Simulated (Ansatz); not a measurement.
Stoichiometric slabs of InAs (F-43m (No. 216)), cut along different planes. They are 11 to 12 Å thick, cut from the relaxed bulk and then relaxed; γ is the mean of both faces, φ the top face's.

Space group F-43m (No. 216). a = 6.187 Å, b = 6.187 Å, c = 6.187 Å, α = 90.00°, β = 90.00°, γ = 90.00°
```tsv
atom	site	symmetry	x	y	z
In	4a	-43m	0.0000	0.0000	0.0000
As	4c	-43m	0.2500	0.2500	0.2500
```

All numbers below come from DFT PBE, scalar-relativistic, plane waves, PAW (Ansatz). Cutoff 420 eV, k spacing 0.19 to 0.25 Å⁻¹, dipole correction; spin where the bulk is magnetic.

```json
{"slab": "(110), InAs/InAs", "cell (Å²)": "27.1", "γ as cut (J/m²)": "0.80", "γ relaxed (J/m²)": "0.45", "φ (eV)": "", "bulk gap (eV)": "0.0"}
{"slab": "(100), In/As", "cell (Å²)": "19.1", "γ as cut (J/m²)": "1.25", "γ relaxed (J/m²)": "1.24", "φ (eV)": "4.35", "bulk gap (eV)": "0.0"}
```

Q: Estimate γ for (111), In/As (cell 16.6 Å², bulk gap 0.0 eV).

A: 0.91 J/m² as cut and 0.88 J/m² relaxed, number 2 from the lowest of the 3.

Q: Which of these faces must appear on a crystal's equilibrium shape?

A: By Wulff's rule each face lies at a distance from the centre in proportion to its γ, so the lowest, (110), InAs/InAs at 0.45 J/m², lies nearest and is sure to appear among those computed; areas also depend on angles and on how many equivalent faces there are.

Where a slab's two faces differ, γ is their mean, each face has its own, which moves with the chemical potentials, and such polar cuts usually reconstruct, which these small cells can't show; the order above holds for the means.